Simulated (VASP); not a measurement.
Crystal: P.

```
P
1.0
     1.77637   -6.21729    0.00000
     1.77637    6.21729    0.00000
     0.00000    0.00000    2.38044
P
3
Direct
  0.00000 0.00000 0.50000
  0.81083 0.18917 0.50000
  0.18917 0.81083 0.50000
```

The cell was built by a generator and needn't be a form met in nature.

* Program: VASP 6.6.1
* Task: single point
* Functional: PBE
* Potentials or basis: VASP PAW PBE potentials, release 64 (P)
* Cutoff: 520 eV
* k mesh: 8 × 8 × 11
* Occupations: fermi-dirac, width 0.05 eV
* Spin: no spin polarisation

On this cell: pressure 0.1 GPa; largest force 0.128 eV/Å; band gap on the k mesh none (metal or under the smearing width).

The same run follows on a disturbed copy (atoms moved at random, drawn with an rms of 0.05 Å):

```
P
1.0
     1.77637   -6.21729    0.00000
     1.77637    6.21729    0.00000
     0.00000    0.00000    2.38044
P
3
Direct
  0.01559 0.02235 0.48382
  0.80113 0.17341 0.48874
  0.19423 0.81615 0.50709
```

Task: What changes?

Result: The energy (extrapolated to zero smearing) moves by +5.2 meV/atom; pressure -0.1 GPa; largest force 0.309 eV/Å; band gap on the k mesh none (metal or under the smearing width).

Forces in eV/Å, atoms in the order of the input:
```
P    0.010 -0.293  0.079
P    0.188  0.228  0.092
P   -0.198  0.065 -0.172
```

Stress tensor (GPa, compression positive):
```
 1.30 -0.60  0.02
-0.60  1.95 -0.28
 0.02 -0.28 -3.42
```
